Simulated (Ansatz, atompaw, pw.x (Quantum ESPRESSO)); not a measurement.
Mo (Z = 42): one change to the PAW (atompaw) potential, in the atom and in the fcc crystal

molybdenum, PAW, made with atompaw 4.2.0.5 (PBEsol, scalar-relativistic). Core [Ar] 3d10, reference 4s2 4p6 4d5 5s1 5p0. Waves: 4s (bound): rc 1.30 bohr; 5s (bound): rc 2.25 bohr; 4p (bound): rc 1.45 bohr; 5p (bound, empty): rc 2.65 bohr; 4d (bound): rc 2.70 bohr; 4d channel at 4.85 Ry: rc 2.70 bohr. Local part: bessel scheme, radius 2.25 bohr. Core correction: smooth core density matched at 1.70 bohr. Augmentation charge: besselshape compensation charge, radius 2.00 bohr; PAW radius 2.70 bohr; waves and projectors: custom rrkj gramschmidtortho.

Change: all radii scaled by about 1.13 (s 1.48, p 1.64, d 3.06 bohr); local potential bessel scheme, radius 2.56 bohr; augmentation besselshape compensation charge, radius 2.28 bohr; PAW radius 3.06 bohr; waves and projectors: custom rrkj gramschmidtortho; core correction smooth core density matched at 1.94 bohr.

Cutoffs, loose and tight: the cutoffs (Ry, on a coarse ladder) from which the occupation-weighted sum of valence levels, in a spherical-Bessel basis at the reference potential, stays within 10 and 1 mRy of its value at 400 Ry. They see the waves and projectors alone, not the compensation charge or the core.

Crystal test: fcc Mo in pw.x 7.5, no spin, 14³ k-points, Fermi–Dirac smearing 0.01 Ry, cutoffs set for each file from its atomic test. The reference is all-electron LAPW (Ansatz 0.2.0) with the same functional, mesh and smearing; V0 and B0 come from Birch–Murnaghan fits to the pressures at five volumes. Errors are pseudo minus all-electron; Δ is the rms difference of the E(V) curves that follow from these fits, minima aligned, over ±6 % about the mean V0. Mesh and smearing are coarse, so the numbers serve the comparison and aren't converged zero-temperature values; the lattice is a test structure that the element need not adopt.

All-electron: a0 = 3.963 Å (V0 = 15.56 Å³/atom), B0 = 253.7 GPa.

Question: Does the change bring the crystal closer to the all-electron result?

Answer: The mean pressure error goes from +71.20 to +60.25 GPa, so the change moves the solid closer to the all-electron pressures. Neither pressure curve crosses zero within the volumes sampled, so no fits are given.

| quantity | base | changed |
| --- | --- | --- |
| outcome (atom) | generated | generated |
| cutoff, loose (atom) | 35 Ry | 30 Ry |
| cutoff, tight (atom) | 70 Ry | 50 Ry |
| bound ghosts (atom) | none | none |
| cutoffs in pw.x (Ry) | 85/850 | 60/600 |
| mean pressure error (GPa) | +71.20 | +60.25 |

Base: This is a poor potential for the solid. Changed file: The largest radius (3.06 bohr) exceeds half the bond length (2.65 bohr), so the spheres overlap, which is one possible source of error among others. This is a poor potential for the solid. The atomic cutoffs weigh occupied waves only.
